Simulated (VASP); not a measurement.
# Rh (Fm-3m) in VASP: a series of runs

The runs below take Rh through single point, with PBEsol.

Everything below comes from runs of VASP 6.6.1. Logs are shortened: lines on timing, memory, paths and dates and some standing lists are left out, and cuts for length are marked.

### 1 The undisturbed crystal

It takes space group Fm-3m (No. 225, cubic). Conventional cell: a = 3.796 Å, b = 3.796 Å, c = 3.796 Å, α = 90.00°, β = 90.00°, γ = 90.00°. Rh (site symmetry m-3m) is surrounded by 12 Rh at 2.68 Å.

### 2 Single point, PBEsol (a relaxed cell with its volume scaled by 0.97)

INCAR reads:

```
PREC     = Accurate       # precision mode
ENCUT    = 520            # plane-wave cutoff, eV
EDIFF    = 1E-7           # SCF threshold, eV
ISMEAR   = 0              # smearing method
SIGMA    = 0.1            # smearing width, eV
LREAL    = False          # projectors in reciprocal space
LASPH    = True           # aspherical terms in the spheres
NELM     = 100            # most SCF steps
ALGO     = Normal         # electronic algorithm
ISIF     = 2              # what is computed and relaxed
LWAVE    = False          # write WAVECAR
LCHARG   = False          # write CHGCAR
GGA      = PS             # functional
NBANDS   = 14             # bands
```

KPOINTS reads:

```
regular mesh
0
Gamma
  18 18 18
```

POSCAR reads:

```
Rh                                      
1.0
    0.0000000000      1.8707209329      1.8707209329
    1.8707209329      0.0000000000      1.8707209329
    1.8707209329      1.8707209329      0.0000000000
  Rh            
     1
Direct
     0.0000000000000000    0.0000000000000000    0.0000000000000000
```

Potentials or basis: VASP PAW PBE potentials, release 64 (Rh_pv).

Started as:

```sh
$ cat potpaw_PBE.64/Rh_pv/POTCAR > POTCAR
$ mpirun -np 1 vasp_std > vasp.out
```

OUTCAR:

```text
PREC = Accurate
   ENCUT = 520
   EDIFF = 1E-7
   ISMEAR = 0
   LREAL = False
   LASPH = True
   NELM = 100
   ISIF = 2
   GGA = PS

 ion  position               nearest neighbor table
   1  0.000  0.000  0.000-

  LATTYP: Found a face centered cubic cell.
 ALAT       =     3.7414418658

  Lattice vectors:

 A1 = (   0.0000000000,   1.8707209329,   1.8707209329)
 A2 = (   1.8707209329,   0.0000000000,   1.8707209329)
 A3 = (   1.8707209329,   1.8707209329,   0.0000000000)

Analysis of symmetry for initial positions (statically):
=====================================================================
 Subroutine PRICEL returns:
 Original cell was already a primitive cell.

 Routine SETGRP: Setting up the symmetry group for a
 face centered cubic supercell.

 Subroutine GETGRP returns: Found 48 space group operations
 (whereof 48 operations were pure point group operations)
 out of a pool of 48 trial point group operations.

The static configuration has the point symmetry O_h .

Analysis of symmetry for dynamics (positions and initial velocities):
=====================================================================
 Subroutine PRICEL returns:
 Original cell was already a primitive cell.

 Routine SETGRP: Setting up the symmetry group for a
 face centered cubic supercell.

 Subroutine GETGRP returns: Found 48 space group operations
 (whereof 48 operations were pure point group operations)
 out of a pool of 48 trial point group operations.

The dynamic configuration has the point symmetry O_h .

 Subroutine INISYM returns: Found 48 space group operations
 (whereof 48 operations are pure point group operations),
 and found     1 'primitive' translations

----------------------------------------------------------------------------------------

                                     Primitive cell

  volume of cell :      13.0935

  direct lattice vectors                    reciprocal lattice vectors
     0.000000000  1.870720933  1.870720933    -0.267276637  0.267276637  0.267276637
     1.870720933  0.000000000  1.870720933     0.267276637 -0.267276637  0.267276637
     1.870720933  1.870720933  0.000000000     0.267276637  0.267276637 -0.267276637

  length of vectors
     2.645598915  2.645598915  2.645598915     0.462936715  0.462936715  0.462936715

  position of ions in fractional coordinates (direct lattice)
     0.000000000  0.000000000  0.000000000

  ion indices of the primitive-cell ions
   primitive index   ion index
                 1           1

----------------------------------------------------------------------------------------

 KPOINTS: regular mesh

Automatic generation of k-mesh.
 Grid dimensions read from file:
 generate k-points for:   18   18   18

 Generating k-lattice:

  Cartesian coordinates                     Fractional coordinates (reciprocal lattice)
    -0.014848702  0.014848702  0.014848702     0.055555556  0.000000000  0.000000000
     0.014848702 -0.014848702  0.014848702     0.000000000  0.055555556  0.000000000
     0.014848702  0.014848702 -0.014848702     0.000000000  0.000000000  0.055555556

  Length of vectors
     0.025718706  0.025718706  0.025718706

  Shift w.r.t. Gamma in fractional coordinates (k-lattice)
     0.000000000  0.000000000  0.000000000

 Subroutine IBZKPT returns following result:
 ===========================================

 Found    195 irreducible k-points:

 Following reciprocal coordinates:
            Coordinates               Weight
  0.000000  0.000000  0.000000      1.000000
  0.055556  0.000000  0.000000      8.000000
  0.111111  0.000000  0.000000      8.000000
  0.166667  0.000000  0.000000      8.000000
  0.222222  0.000000  0.000000      8.000000
  0.277778  0.000000  0.000000      8.000000
[... 16 lines left out ...]
 -0.277778  0.055556  0.000000     24.000000
 -0.222222  0.055556  0.000000     24.000000
 [... further k-points ...]
   k-points           NKPTS =    195   k-points in BZ     NKDIM =    195   number of bands    NBANDS=     14
   number of dos      NEDOS =    301   number of ions     NIONS =      1
   total plane-waves  NPLWV =   8000
   dimension x,y,z NGX =    20 NGY =   20 NGZ =   20
   dimension x,y,z NGXF=    40 NGYF=   40 NGZF=   40
   ions per type =               1
   NGX,Y,Z   is equivalent  to a cutoff of  12.57, 12.57, 12.57 a.u.
   NGXF,Y,Z  is equivalent  to a cutoff of  25.14, 25.14, 25.14 a.u.
 SYSTEM =  unknown system
   PREC   = accura    normal or accurate (medium, high low for compatibility)
   ISTART =      0    job   : 0-new  1-cont  2-samecut
   ICHARG =      2    charge: 1-file 2-atom 10-const
   ISPIN  =      1    spin polarized calculation?
   LNONCOLLINEAR =      F non collinear calculations
   LSORBIT =      F    spin-orbit coupling
   LASPH  =      T    aspherical Exc in radial PAW
   ENCUT  =  520.0 eV  38.22 Ry    6.18 a.u.   4.92  4.92  4.92*2*pi/ulx,y,z
   NELM   =    100;   NELMIN=  2; NELMDL= -5     # of ELM steps
   EDIFF  = 0.1E-06   stopping-criterion for ELM
   LREAL  =      F    real-space projection
   EDIFFG = 0.1E-05   stopping-criterion for IOM
   NSW    =      0    number of steps for IOM
   IBRION =     -1    ionic relax: 0-MD 1-quasi-New 2-CG
   NFREE  =      0    steps in history (QN), initial steepest desc. (CG)
   ISIF   =      2    stress and relaxation
   ISYM   =      2    0-nonsym 1-usesym 2-fastsym
   POTIM  = 0.5000    time-step for ionic-motion
   TEBEG  =    0.0;   TEEND  =   0.0 temperature during run
   PSTRESS=    0.0 pullay stress
   NELECT =      15.0000    total number of electrons
   NUPDOWN=      -1.0000    fix difference up-down
   EMIN   =  10.00;   EMAX   =-10.00  energy-range for DOS
   EFERMI =   0.00;   METHOD = LEGACY
   ISMEAR =     0;   SIGMA  =   0.10  broadening in eV -4-tet -1-fermi 0-gaus
   EFERMI_NEDOS =   21; number of points for ismear=-14 and -15
   IALGO  =     38    algorithm
   IMIX   =      4    mixing-type and parameters
     AMIX     =   0.40;   BMIX     =  1.00
     AMIX_MAG =   1.60;   BMIX_MAG =  1.00
  volume/ion in A,a.u.               =      13.09        88.36
  Fermi-wavevector in a.u.,A,eV,Ry     =   1.712982  3.237067 39.923696  2.934309
  Thomas-Fermi vector in A             =   2.790811
   LORBIT       =      0    0 simple, 1 ext, 2 COOP (PROOUT), +10 PAW based schemes
   GGA     = PS    functional components
   LHFCALC =     F    Hartree Fock is set to
   AEXX    =    0.0000 exact exchange contribution
   IVDW    =     0    specifies the selected vdW correction
   LEPSILON=     F    determine dielectric tensor
   LRPA    =     F    only Hartree local field effects (RPA)
 non-spin polarized calculation
 Gauss-broadening in eV      SIGMA  =   0.10
  energy-cutoff  :      520.00
  volume of cell :       13.09
 maximum number of plane-waves:       366
   NGX =  9   NGY =  9   NGZ =  9

 number of electron      14.9999999 magnetization

 Free energy of the ion-electron system (eV)
  ---------------------------------------------------
  ext. energy  EPLUGINS =         0.00000000
  ---------------------------------------------------
  free energy    TOTEN  =        -8.12893467 eV

  energy without entropy =       -8.12268305  energy(sigma->0) =       -8.12580886

 E-fermi :  12.6840     XC(G=0): -14.5357

 val. band max:       12.6759768504   @ k =   0.5000   0.2222   0.1111
 cond. band min:      12.6863513510   @ k =   0.5000   0.3889   0.0556
 fundamental gap:      0.0103745007
 Fermi energy:        12.6840482867

 k-point     1 :       0.0000    0.0000    0.0000
  band No.  band energies     occupation
      1     -33.7483      2.00000
      2     -33.7483      2.00000
      3     -33.7483      2.00000
      4       4.2547      2.00000
      5       9.3339      2.00000
      6       9.3339      2.00000
      7       9.3339      2.00000
      8      11.6143      2.00000
      9      11.6143      2.00000
     10      28.5601      0.00000
     11      32.8913      0.00000
     12      34.2923      0.00000
     13      34.2923      0.00000
     14      34.2923      0.00000

 k-point     2 :       0.0556    0.0000    0.0000
  band No.  band energies     occupation
      1     -33.7757      2.00000
      2     -33.7520      2.00000
      3     -33.7520      2.00000
      4       4.3857      2.00000
      5       9.2728      2.00000
      6       9.3866      2.00000
      7       9.3866      2.00000
      8      11.5833      2.00000
      9      11.5833      2.00000
     10      28.7604      0.00000
     11      32.8894      0.00000
     12      33.5876      0.00000
     13      34.4910      0.00000
     14      34.4910      0.00000

 k-point     3 :       0.1111    0.0000    0.0000
  band No.  band energies     occupation
      1     -33.8540      2.00000
      2     -33.7624      2.00000
      3     -33.7624      2.00000
      4       4.7607      2.00000
      5       9.1205      2.00000
      6       9.5243      2.00000
      7       9.5243      2.00000
      8      11.5161      2.00000
      9      11.5161      2.00000
     10      29.3017      0.00000
     11      32.1155      0.00000
     12      32.8970      0.00000
     13      35.0688      0.00000
     14      35.0688      0.00000
[... 324 lines left out ...]
 k-point    23 :      -0.2778    0.0556    0.0000
  band No.  band energies     occupation
      1     -34.3156      2.00000
      2     -33.8551      2.00000
      3     -33.8169      2.00000
      4       6.3832      2.00000
      5       9.4835      2.00000
      6       9.7004      2.00000
      7       9.7130      2.00000
      8      11.7928      2.00000
      9      12.6194      1.63949
     10      26.7304      0.00000
     11      30.0583      0.00000
     12      32.8935      0.00000
     13      35.9173      0.00000
     14      38.1722      0.00000

 k-point    24 :      -0.2222    0.0556    0.0000
  band No.  band energies     occupation
      1     -34.1702      2.00000
      2     -33.8337      2.00000
      3     -33.7957      2.00000
      4       6.1449      2.00000
      5       8.9668      2.00000
      6       9.7565      2.00000
      7       9.8129      2.00000
      8      11.3904      2.00000
      9      12.1340      2.00000
     10      28.4116      0.00000
     11      30.5253      0.00000
     12      32.8932      0.00000
     13      36.0917      0.00000
     14      37.9152      0.00000

 [... further k-points ...]

------------------------ aborting loop because EDIFF is reached ----------------------------------------

  FORCE on cell =-STRESS in cart. coord.  units (eV):
  Direction    XX          YY          ZZ          XY          YZ          ZX
  --------------------------------------------------------------------------------------
  -------------------------------------------------------------------------------------
  Total        0.7975165      0.7975165      0.7975165      0.0000000     -0.0000000      0.0000000
  in kB       97.5872851     97.5872851     97.5872851      0.0000000     -0.0000000      0.0000000
  external PRESSURE =      97.5872851 kB  Pullay stress =       0.0000000 kB

 VOLUME and BASIS-vectors are now :
 -----------------------------------------------------------------------------
  energy-cutoff  :      520.00
  volume of cell :       13.09
      direct lattice vectors                 reciprocal lattice vectors
     0.000000000  1.870720933  1.870720933    -0.267276637  0.267276637  0.267276637
     1.870720933  0.000000000  1.870720933     0.267276637 -0.267276637  0.267276637
     1.870720933  1.870720933  0.000000000     0.267276637  0.267276637 -0.267276637

 POSITION                                       TOTAL-FORCE (eV/Angst)
 -----------------------------------------------------------------------------------
      0.00000      0.00000      0.00000        -0.000000     -0.000000      0.000000
 -----------------------------------------------------------------------------------
    total drift:                                0.000000      0.000000      0.000000

  FREE ENERGIE OF THE ION-ELECTRON SYSTEM (eV)
  ---------------------------------------------------
  free  energy   TOTEN  =        -8.1289346663 eV

  energy  without entropy=       -8.1226830525  energy(sigma->0) =       -8.12580886
```

Wall time 17 s (1 thread of Intel Xeon Platinum 8488C (Sapphire Rapids), shared host); peak memory 0.14 GiB.

Results:

```
Free energy            : -8.1289 eV
Pressure               : 9.8 GPa
Band gap on the k mesh : none (metal or under the smearing width)
```

Levels at points of the mesh, in eV from the Fermi level:
| k point | band 5 | band 6 | band 7 | band 8 | band 9 | band 10 |
| --- | --- | --- | --- | --- | --- | --- |
| (0.00, 0.00, 0.00) | -3.35 | -3.35 | -3.35 | -1.07 | -1.07 | 15.88 |
| (0.50, 0.00, 0.00) | -3.43 | -3.43 | 0.59 | 0.62 | 0.62 | 9.10 |
| (0.50, 0.50, 0.00) | -6.45 | 0.60 | 1.07 | 1.07 | 3.24 | 12.86 |

Caveat: the PAW data sets were made with another functional, which shifts forces and pressure a little.

### 3 Single point, PBEsol (a relaxed cell with its volume scaled by 1.03)

INCAR is that of step 2.

KPOINTS is that of step 2.

POSCAR reads:

```
Rh                                      
1.0
    0.0000000000      1.9085234598      1.9085234598
    1.9085234598      0.0000000000      1.9085234598
    1.9085234598      1.9085234598      0.0000000000
  Rh            
     1
Direct
     0.0000000000000000    0.0000000000000000    0.0000000000000000
```

Potentials or basis: VASP PAW PBE potentials, release 64 (Rh_pv).

Started as:

```sh
$ cat potpaw_PBE.64/Rh_pv/POTCAR > POTCAR
$ mpirun -np 1 vasp_std > vasp.out
```

It took 17 s on 1 thread of Intel Xeon Platinum 8488C (Sapphire Rapids), shared host; peak memory 0.15 GiB.

The run converged. Its results:

```
Free energy            : -8.1310 eV
Pressure               : -8.1 GPa
Band gap on the k mesh : none (metal or under the smearing width)
```

Levels at points of the mesh, in eV from the Fermi level:
| k point | band 3 | band 4 | band 5 | band 6 | band 7 | band 8 | band 9 | band 10 | band 11 | band 12 |
| --- | --- | --- | --- | --- | --- | --- | --- | --- | --- | --- |
| (0.00, 0.00, 0.00) | -46.33 | -7.98 | -3.05 | -3.05 | -3.05 | -0.98 | -0.98 | 15.94 | 20.38 | 21.32 |
| (0.50, 0.00, 0.00) | -46.42 | -6.08 | -3.12 | -3.12 | 0.56 | 0.56 | 0.66 | 8.47 | 15.44 | 20.38 |
| (0.50, 0.50, 0.00) | -46.59 | -6.25 | -5.88 | 0.54 | 0.96 | 0.96 | 3.16 | 12.08 | 13.16 | 13.16 |

Caveat: the PAW data sets were made with another functional, which shifts forces and pressure a little.
